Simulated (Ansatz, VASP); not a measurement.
LiF in VASP and in Ansatz

```xyz
2
Lattice="0.0000 1.9674 1.9674 1.9674 0.0000 1.9674 1.9674 1.9674 0.0000" Properties=species:S:1:pos:R:3 pbc="T T T"
Li    0.0000    0.0000    0.0000
F     1.9674    1.9674    1.9674
```

Alike in both runs: task single point; functional LDA; k mesh 10 × 10 × 10; no spin polarisation.

```csv
,VASP,Ansatz
version,VASP 6.6.1,Ansatz 0.2.0
potentials or method,"VASP PAW LDA potentials, release 64 (Li_sv, F)","scalar-relativistic, plane waves, PAW"
plane-wave cutoff (eV),520,420
occupations,"gaussian, width 0.01 eV",fixed
valence electrons in the cell,10,10
```

```csv
,VASP,Ansatz,Ansatz less VASP
gap on the k mesh at the Fermi level (eV),9.49,9.50,+0.008
least direct gap on the mesh (eV),9.49,9.50,+0.008
```

 Expect the measured gap to be larger: semilocal functionals such as LDA lack the derivative discontinuity. A k mesh can miss the band edges.
